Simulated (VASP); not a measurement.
# Lattice vibrations of Th2N3, part 2 of 3

How does the lattice of Th2N3 vibrate? The start is a cell from a database of measured crystal structures.

VASP 6.6.1; PBEsol; plane waves and PAW (Th, N).

So far. Step 2 (Relax the host): The run ended after 9 ionic steps, 0.067 eV below its first step, once the forces on the free atoms met EDIFFG = -0.02.

### 3. Tight relaxation

The cell keeps its measured volume, while shape and atoms relax. Force constants are second derivatives, so the residual forces must be far smaller than usual.

The input, INCAR:

```
SYSTEM = Th2N3
PREC = Accurate
ENCUT = 480
EDIFF = 1E-08
NELM = 120
ISMEAR = 1
SIGMA = 0.2
LREAL = .FALSE.
ALGO = Fast
GGA = PS
NBANDS = 25
LASPH = .TRUE.
LORBIT = 11
LWAVE = .FALSE.
LCHARG = .FALSE.
KPAR = 2
NCORE = 4
IBRION = 1
NSW = 30
ISIF = 4
EDIFFG = -0.002
POTIM = 0.4
```

The input, POSCAR:

```
Th2N3
1.0
    3.9132604962      0.0000000000      0.0000000000
   -1.9566302481      3.3889830014      0.0000000000
    0.0000000000      0.0000000000      6.0971646794
Th N
2 3
Direct
    0.3333333333      0.6666666667      0.2487206384
    0.6666666667      0.3333333333      0.7512793616
    0.0000000000      0.0000000000      0.0000000000
    0.3333333333      0.6666666667      0.6420405948
    0.6666666667      0.3333333333      0.3579594052
```

The input, KPOINTS:

```
Automatic mesh
0
Gamma
10 10 6
0 0 0
```

The projector-augmented-wave data sets are Th and N (PBE family, release 64).

The run is started by

```sh
> mpirun -np 8 vasp_std
```

Log:

```text
[banner, memory and clock lines left out]
running    8 mpi-ranks, on    1 nodes
 distrk:  each k-point on    4 cores,    2 groups
 distr:  one band on    4 cores,    1 groups

 POSCAR found type information on POSCAR ThN
 POSCAR found :  2 types and       5 ions
 [... a notice as in an earlier step ...]

 LDA part: xc-table for (Slater+PW92), standard interpolation
 POSCAR, INCAR and KPOINTS ok, starting setup
 FFT: planning ... GRIDC
 FFT: planning ... GRID_SOFT
 FFT: planning ... GRID
 WAVECAR not read
 entering main loop
       N       E                     dE             d eps       ncg     rms          rms(c)
DAV:   1     0.421440193202E+03    0.42144E+03   -0.16192E+04  3600   0.141E+03
DAV:   2     0.228195367448E+02   -0.39862E+03   -0.39205E+03  4672   0.374E+02
DAV:   3    -0.537125104244E+02   -0.76532E+02   -0.72660E+02  5688   0.143E+02
DAV:   4    -0.577900894280E+02   -0.40776E+01   -0.40183E+01  5272   0.374E+01
DAV:   5    -0.579425149909E+02   -0.15243E+00   -0.15219E+00  6376   0.642E+00    0.539E+01
RMM:   6    -0.493845888331E+02    0.85579E+01   -0.50501E+01  4052   0.301E+01    0.490E+01
RMM:   7    -0.496154764758E+02   -0.23089E+00   -0.91669E+00  4448   0.171E+01    0.360E+01
RMM:   8    -0.506786406896E+02   -0.10632E+01   -0.12046E+01  5039   0.153E+01    0.737E+00
RMM:   9    -0.492861105596E+02    0.13925E+01   -0.18020E+00  4066   0.845E+00    0.490E+00
RMM:  10    -0.493667179849E+02   -0.80607E-01   -0.32813E+00  4704   0.588E+00    0.359E+00
RMM:  11    -0.492308167202E+02    0.13590E+00   -0.38503E-01  4355   0.323E+00    0.120E+00
RMM:  12    -0.492387228994E+02   -0.79062E-02   -0.10839E-01  5700   0.145E+00    0.481E-01
RMM:  13    -0.492422771389E+02   -0.35542E-02   -0.33789E-02  6029   0.734E-01    0.647E-01
RMM:  14    -0.492424334374E+02   -0.15630E-03   -0.16803E-02  6036   0.561E-01    0.183E-01
RMM:  15    -0.492429944149E+02   -0.56098E-03   -0.99741E-03  5887   0.361E-01    0.107E-01
RMM:  16    -0.492435089067E+02   -0.51449E-03   -0.52804E-03  6098   0.261E-01    0.116E-01
RMM:  17    -0.492438312351E+02   -0.32233E-03   -0.32482E-03  6106   0.200E-01    0.118E-01
RMM:  18    -0.492440200441E+02   -0.18881E-03   -0.19202E-03  6168   0.159E-01    0.131E-01
WARNING in EDDRMM: call to ZHEGV failed, returncode =   8  4     15
WARNING in EDDRMM: call to ZHEGV failed, returncode =   6  3     13
RMM:  19    -0.492440886390E+02   -0.68595E-04   -0.13016E-03  6041   0.141E-01    0.136E-01
RMM:  20    -0.492441474153E+02   -0.58776E-04   -0.92559E-04  6121   0.122E-01    0.183E-01
RMM:  21    -0.492441951273E+02   -0.47712E-04   -0.52580E-04  5945   0.906E-02    0.166E-01
WARNING in EDDRMM: call to ZHEGV failed, returncode =   8  4     14
WARNING in EDDRMM: call to ZHEGV failed, returncode =   6  3     11
RMM:  22    -0.492442287677E+02   -0.33640E-04   -0.38544E-04  5992   0.728E-02    0.154E-01
WARNING in EDDRMM: call to ZHEGV failed, returncode =   8  4     20
WARNING in EDDRMM: call to ZHEGV failed, returncode =   6  3      9
RMM:  23    -0.492442529162E+02   -0.24149E-04   -0.23597E-04  6113   0.583E-02    0.162E-01
RMM:  24    -0.492442649692E+02   -0.12053E-04   -0.17334E-04  5906   0.509E-02    0.143E-01
WARNING in EDDRMM: call to ZHEGV failed, returncode =   6  3     17
WARNING in EDDRMM: call to ZHEGV failed, returncode =   8  4     13
WARNING in EDDRMM: call to ZHEGV failed, returncode =   8  4     10
RMM:  25    -0.492442697615E+02   -0.47923E-05   -0.11896E-04  6049   0.427E-02    0.127E-01
RMM:  26    -0.492442692669E+02    0.49463E-06   -0.81212E-05  6108   0.372E-02    0.103E-01
WARNING in EDDRMM: call to ZHEGV failed, returncode =   8  4     17
WARNING in EDDRMM: call to ZHEGV failed, returncode =   6  3     17
RMM:  27    -0.492442684283E+02    0.83854E-06   -0.59057E-05  6098   0.312E-02    0.902E-02
WARNING in EDDRMM: call to ZHEGV failed, returncode =   8  4     17
RMM:  28    -0.492442663114E+02    0.21170E-05   -0.39065E-05  6015   0.272E-02    0.737E-02
RMM:  29    -0.492442612346E+02    0.50767E-05   -0.36020E-05  5950   0.310E-02    0.456E-02
RMM:  30    -0.492442604383E+02    0.79634E-06   -0.22736E-05  5884   0.233E-02    0.271E-02
RMM:  31    -0.492442610009E+02   -0.56256E-06   -0.16465E-05  5931   0.188E-02    0.117E-02
WARNING in EDDRMM: call to ZHEGV failed, returncode =   8  4     14
RMM:  32    -0.492442620258E+02   -0.10250E-05   -0.11103E-05  6160   0.141E-02    0.589E-03
 num prob WARNING in EDDRMM: call to ZHEGV failed, returncode =   8  4     15
 num prob  num prob WARNING in EDDRMM: call to ZHEGV failed, returncode =   6  3     12
 num prob WARNING in EDDRMM: call to ZHEGV failed, returncode =   6  3     13
 num prob  num prob  num prob RMM:  33    -0.492442629201E+02   -0.89429E-06   -0.79731E-06  5757   0.116E-02    0.363E-03
 num prob  num prob  num prob  num prob  num prob  num prob  num prob  num prob  num prob  num prob  num prob  num prob  num prob  num prob  num prob  num prob  num prob  num prob  num prob  num prob  num prob  num prob  num prob  num prob  num prob  num prob  num prob  num prob  num prob  num prob  num prob  num prob  num prob  num prob  num prob  num prob  num prob  num prob  num prob  num prob  num prob  num prob  [...]
 num prob  num prob  num prob  num prob  num prob  num prob  num prob  num prob  num prob  num prob  num prob  num prob  num prob  num prob  num prob  num prob  num prob  num prob  num prob  num prob  num prob  num prob  num prob  num prob  num prob  num prob  num prob  num prob  num prob  num prob RMM:  35    -0.492442639586E+02   -0.45234E-06   -0.46916E-06  5278   0.859E-03    0.319E-04
 num prob  num prob  num prob  num prob  num prob  num prob  num prob  num prob  num prob  num prob  num prob  num prob  num prob  num prob  num prob  num prob  num prob  num prob  num prob  num prob  num prob  num prob  num prob  num prob  num prob  num prob  num prob  num prob  num prob  num prob  num prob  num prob  num prob  num prob  num prob  num prob  num prob  num prob  num prob  num prob  num prob  num prob  [...]
 num prob  num prob  num prob  num prob  num prob  num prob  num prob  num prob  num prob  num prob  num prob  num prob  num prob  num prob  num prob  num prob  num prob  num prob  num prob  num prob  num prob  num prob  num prob  num prob  num prob  num prob  num prob  num prob  num prob  num prob  num prob  num prob  num prob  num prob  num prob  num prob  num prob  num prob  num prob  num prob  num prob  num prob  num prob RMM:  37    -0.492442645509E+02   -0.27482E-06   -0.28450E-06  4468   0.661E-03    0.551E-04
[...]
num prob  num prob  num prob  num prob  num prob  num prob WARNING in EDDRMM: call to ZHEGV failed, returncode =   8  4     15
 num prob  num prob  num prob  num prob  num prob  num prob  num prob  num prob  num prob  num prob  num prob  num prob  num prob WARNING in EDDRMM: call to ZHEGV failed, returncode =   8  4     12
[...]
num prob  num prob  num prob  num prob  num prob  num prob  num prob  num prob  num prob  num prob  num prob  num prob  num prob  num prob  num prob  num prob  num prob  num prob  num prob  num prob  num prob  num prob WARNING in EDDRMM: call to ZHEGV failed, returncode =   6  3     11
[...]
num prob  num prob  num prob WARNING in EDDRMM: call to ZHEGV failed, returncode =   6  3     17
 num prob  num prob  num prob  num prob  num prob  num prob  num prob  num prob  num prob  num prob  num prob  num prob  num prob  num prob  num prob  num prob  num prob  num prob  num prob WARNING in EDDRMM: call to ZHEGV failed, returncode =   6  3     18
[...]
num prob  num prob  num prob  num prob  num prob  num prob  num prob  num prob  num prob  num prob  num prob  num prob  num prob  num prob  num prob  num prob  num prob WARNING in EDDRMM: call to ZHEGV failed, returncode =   8  4     16
[...]
num prob  num prob  num prob  num prob  num prob  num prob  num prob  num prob  num prob  num prob  num prob  num prob  num prob  num prob  num prob  num prob  num prob  num prob  num prob  num prob  num prob  num prob  num prob  num prob  num prob  num prob  num prob  num prob  num prob  num prob  num prob  num prob  num prob  num prob  num prob  num prob  num prob  num prob  num prob  num prob  num prob  num prob  num prob  num prob  num prob  num prob  num prob  num prob  num prob  num prob  num prob  num prob  num prob  num prob  num prob  num prob  num prob WARNING in EDDRMM: call to ZHEGV failed, returncode =   8  4     20
[...]
num prob  num prob  num prob  num prob  num prob  num prob  num prob  num prob  num prob  num prob  num prob  num prob  num prob  num prob  num prob  num prob  num prob  num prob  num prob  num prob  num prob  num prob  num prob  num prob  num prob  num prob  num prob WARNING in EDDRMM: call to ZHEGV failed, returncode =   6  3     15
 num prob  num prob  num prob  num prob  num prob  num prob  num prob  num prob  num prob  num prob  num prob  num prob  num prob  num prob  num prob  num prob  num prob  num prob WARNING in EDDRMM: call to ZHEGV failed, returncode =   8  4     15
[... from here on, the cycles between the ionic steps are left out ...]
   3 F= -.49244991E+02 E0= -.49244876E+02  d E =-.241196E-03
[...]
WARNING in EDDRMM: call to ZHEGV failed, returncode =   6  3     15
[...]
WARNING in EDDRMM: call to ZHEGV failed, returncode =   8  4     17
[...]
num prob  num prob  num prob  num prob WARNING in EDDRMM: call to ZHEGV failed, returncode =   8  4     12
[...]
num prob  num prob  num prob  num prob  num prob  num prob  num prob  num prob  num prob  num prob  num prob  num prob  num prob  num prob  num prob  num prob  num prob  num prob WARNING in EDDRMM: call to ZHEGV failed, returncode =   8  4     16
   4 F= -.49245044E+02 E0= -.49244937E+02  d E =-.527229E-04
 BRION: g(F)=  0.159E-04 g(S)=  0.913E-06 retain N=  1 mean eig= 4.70
 eig:   4.696
 bond charge predicted
       N       E                     dE             d eps       ncg     rms          rms(c)
DAV:   1    -0.492450607742E+02   -0.16666E-04   -0.27167E-02  3786   0.109E+00    0.506E-02
RMM:   2    -0.492450703107E+02   -0.95365E-05   -0.41086E-04  4120   0.174E-01    0.365E-02
RMM:   3    -0.492450743526E+02   -0.40420E-05   -0.13465E-04  4681   0.711E-02    0.312E-02
WARNING in EDDRMM: call to ZHEGV failed, returncode =   8  4     14
RMM:   4    -0.492450752236E+02   -0.87098E-06   -0.29706E-05  4842   0.354E-02    0.115E-02
WARNING in EDDRMM: call to ZHEGV failed, returncode =   8  4     19
RMM:   5    -0.492450760107E+02   -0.78710E-06   -0.13128E-05  5099   0.191E-02    0.287E-03
WARNING in EDDRMM: call to ZHEGV failed, returncode =   6  3     17
WARNING in EDDRMM: call to ZHEGV failed, returncode =   8  4     17
WARNING in EDDRMM: call to ZHEGV failed, returncode =   8  4     19
RMM:   6    -0.492450765113E+02   -0.50055E-06   -0.62713E-06  5399   0.106E-02    0.188E-03
 num prob WARNING in EDDRMM: call to ZHEGV failed, returncode =   8  4     12
WARNING in EDDRMM: call to ZHEGV failed, returncode =   8  4     12
RMM:   7    -0.492450767425E+02   -0.23126E-06   -0.28015E-06  5480   0.613E-03    0.109E-03
 num prob  num prob  num prob  num prob  num prob  num prob  num prob  num prob  num prob  num prob  num prob  num prob  num prob  num prob  num prob  num prob WARNING in EDDRMM: call to ZHEGV failed, returncode =   6  3     10
 num prob WARNING in EDDRMM: call to ZHEGV failed, returncode =   6  3     10
 num prob  num prob  num prob  num prob  num prob  num prob WARNING in EDDRMM: call to ZHEGV failed, returncode =   8  4     10
 num prob WARNING in EDDRMM: call to ZHEGV failed, returncode =   6  3     10
 num prob  num prob  num prob  num prob  num prob  num prob  num prob  num prob  num prob  num prob  num prob  num prob  num prob  num prob  num prob  num prob  num prob  num prob  num prob RMM:   8    -0.492450768895E+02   -0.14694E-06   -0.16533E-06  4738   0.391E-03    0.842E-04
 num prob  num prob  num prob  num prob  num prob  num prob  num prob  num prob  num prob  num prob  num prob  num prob  num prob  num prob  num prob  num prob  num prob  num prob  num prob  num prob  num prob  num prob  num prob  num prob  num prob  num prob  num prob  num prob  num prob  num prob  num prob  num prob  num prob  num prob  num prob  num prob  num prob  num prob  num prob  num prob  num prob  num prob  num prob  num prob  num prob RMM:   9    -0.492450769582E+02   -0.68740E-07   -0.80341E-07  4329   0.304E-03    0.398E-04
 num prob  num prob  num prob  num prob  num prob  num prob  num prob  num prob  num prob  num prob  num prob  num prob  num prob  num prob  num prob  num prob  num prob  num prob  num prob  num prob  num prob  num prob  num prob  num prob  num prob  num prob  num prob  num prob  num prob  num prob  num prob  num prob  num prob  num prob  num prob  num prob  num prob  num prob  num prob  num prob  num prob  num prob  num prob  num prob  num prob  num prob  num prob  num prob  num prob  num prob  num prob  num prob  num prob WARNING in EDDRMM: call to ZHEGV failed, returncode =   6  3     11
 num prob  num prob  num prob  num prob  num prob  num prob  num prob  num prob  num prob  num prob  num prob  num prob  num prob  num prob  num prob  num prob  num prob  num prob  num prob  num prob  num prob  num prob  num prob  num prob  num prob  num prob  num prob  num prob  num prob  num prob  num prob  num prob RMM:  10    -0.492450769875E+02   -0.29273E-07   -0.40462E-07  3905   0.250E-03    0.319E-04
 num prob  num prob  num prob  num prob  num prob  num prob  num prob  num prob  num prob  num prob  num prob  num prob  num prob  num prob  num prob  num prob  num prob  num prob  num prob  num prob  num prob  num prob  num prob  num prob  num prob  num prob  num prob  num prob  num prob  num prob  num prob  num prob  num prob  num prob  num prob  num prob  num prob  num prob  num prob  num prob  num prob  num prob  [...]
 num prob  num prob WARNING in EDDRMM: call to ZHEGV failed, returncode =   6  3     18
 num prob  num prob  num prob  num prob  num prob  num prob  num prob  num prob  num prob  num prob  num prob  num prob  num prob  num prob  num prob  num prob  num prob  num prob  num prob  num prob  num prob  num prob  num prob  num prob  num prob  num prob  num prob  num prob  num prob  num prob  num prob  num prob  num prob  num prob  num prob  num prob  num prob  num prob  num prob  num prob  num prob  num prob  [...]
   5 F= -.49245077E+02 E0= -.49244983E+02  d E =-.329011E-04
 BRION: g(F)=  0.186E-06 g(S)=  0.376E-08 retain N=  1 mean eig= 5.46
 eig:   5.458
 reached required accuracy - stopping structural energy minimisation
```

Elapsed: 6.7 min, on 8 MPI ranks of AMD EPYC 7R13 (Zen 3), shared host; peak memory 1.3 GiB.

Parts of OUTCAR (step 3):

```text
  LATTYP: Found a hexagonal cell.
 ALAT       =     3.9132604962
 C/A-ratio  =     1.5580778957

The static configuration has the point symmetry D_3d.

 Found     72 irreducible k-points:

   k-points           NKPTS =     72   k-points in BZ     NKDIM =     72   number of bands    NBANDS=     25

   dimension x,y,z NGX =    28 NGY =   28 NGZ =   48
   dimension x,y,z NGXF=    56 NGYF=   56 NGZF=   96

   ENCUT  =  480.0 eV  35.28 Ry    5.94 a.u.   6.99  6.99 10.89*2*pi/ulx,y,z

   NELECT =      39.0000    total number of electrons

 E-fermi :   5.8877

 k-point     1 :       0.0000    0.0000    0.0000
  band No.  band energies     occupation
    ...
     16       3.4470      2.00000
     17       3.5509      2.00000
     18       5.3032      2.00029
     19       5.3032      2.00029
     20       5.8787      1.07677
     21       8.6210     -0.00000
     22       9.0289     -0.00000
     23       9.0289     -0.00000
     24      10.2496      0.00000
     25      10.6463      0.00000

 k-point     2 :       0.1000   -0.0000    0.0000
  band No.  band energies     occupation
    ...
     16       3.5011      2.00000
     17       4.1059      2.00000
     18       5.0865      2.00000
     19       5.3042      2.00029
     20       5.7858      1.75090
     21       8.7474     -0.00000
     22       9.1220     -0.00000
     23       9.1596     -0.00000
     24      10.2591      0.00000
     25      10.5345      0.00000

  Total       -1.8156391     -1.8156391     -1.8164934      0.0000000     -0.0000000     -0.0000000
  in kB      -35.9752683    -35.9752683    -35.9921951      0.0000000     -0.0000000     -0.0000000
  external PRESSURE =     -35.9809106 kB  Pullay stress =       0.0000000 kB

  energy-cutoff  :      480.00
  volume of cell :       80.86
      direct lattice vectors                 reciprocal lattice vectors
     3.905459914  0.000000000  0.000000000     0.256051790  0.147831570 -0.000000000
    -1.952729957  3.382227499 -0.000000000     0.000000000  0.295663139 -0.000000000
     0.000000000  0.000000000  6.121545384    -0.000000000  0.000000000  0.163357443

 POSITION                                       TOTAL-FORCE (eV/Angst)
 -----------------------------------------------------------------------------------
     -0.00000      2.25482      1.52444         0.000000     -0.000000     -0.000035
      1.95273      1.12741      4.59711        -0.000000      0.000000      0.000035
     -0.00000      0.00000      0.00000        -0.000000      0.000000      0.000000
     -0.00000      2.25482      3.92480         0.000000     -0.000000     -0.001551
      1.95273      1.12741      2.19674        -0.000000      0.000000      0.001551
 -----------------------------------------------------------------------------------
    total drift:                                0.000000     -0.000000     -0.000000

  FREE ENERGIE OF THE ION-ELECTRON SYSTEM (eV)
  ---------------------------------------------------
  free  energy   TOTEN  =       -49.2450770122 eV

  energy  without entropy=      -49.2447935681  energy(sigma->0) =      -49.24498253

 total charge
# of ion       s       p       d       f       tot
--------------------------------------------------
    1        2.124   5.873   1.046   0.560   9.603
    2        2.124   5.873   1.046   0.560   9.603
    3        1.260   2.286   0.000   0.000   3.546
    4        1.281   2.409   0.000   0.000   3.690
    5        1.281   2.409   0.000   0.000   3.690
--------------------------------------------------
tot          8.069  18.851   2.092   1.121  30.133

[... 2 parts as in an earlier step ...]

[... 7 further parts left out ...]
```

Step by step:

| step | energy less that of the first step (eV) | largest force (eV/Å) | pressure (GPa) | volume (Å³) |
| --- | --- | --- | --- | --- |
| 1 | 0.0000 | 0.0223 | -3.77 | 80.86 |
| 2 | -0.0005 | 0.0268 | -3.68 | 80.86 |
| 3 | -0.0007 | 0.0221 | -3.64 | 80.86 |
| 4 | -0.0008 | 0.0139 | -3.62 | 80.86 |
| 5 | -0.0008 | 0.0016 | -3.60 | 80.86 |

| conventional cell, symmetrised | before | after | change |
| --- | --- | --- | --- |
| a (Å) | 3.913 | 3.905 | -0.2 % |
| b (Å) | 3.913 | 3.905 | -0.2 % |
| c (Å) | 6.097 | 6.122 | +0.4 % |
| volume (Å³/atom) | 16.17 | 16.17 | -0.0 % |

Final coordinates:

```
Th N
1.0
     3.90546    0.00000    0.00000
    -1.95273    3.38223    0.00000
     0.00000    0.00000    6.12155
Th N
2 3
Cartesian
  0.0000 2.2548 1.5244
  1.9527 1.1274 4.5971
  0.0000 0.0000 0.0000
  0.0000 2.2548 3.9248
  1.9527 1.1274 2.1967
```

This step gave:

| Quantity | Value |
| --- | --- |
| electronic cycles | 113 |
| free energy (TOTEN) | -49.25 eV |
| energy at zero smearing | -49.24 eV |
| Fermi energy | 5.888 eV |
| pressure | -3.598 GPa |

The run ended after 5 ionic steps, 0.001 eV below its first step, once the forces on the free atoms met EDIFFG = -0.002.

(Part 2 of 3 ends here.)

[Lines on the potential files, build, host, timing and source positions are cut from VASP's logs without a mark.]

[Logs are printed without paths, hosts, clocks, repeated set-up lines and the standing remarks that a program may print on its own settings, such as how far it seeks lower states.]

[Hosts, paths, dates, database ids (printed as entryN), source tags and the programs' standing remarks are cut or masked in the printed files.]

[Runs that stopped without an error message from VASP are left out.]
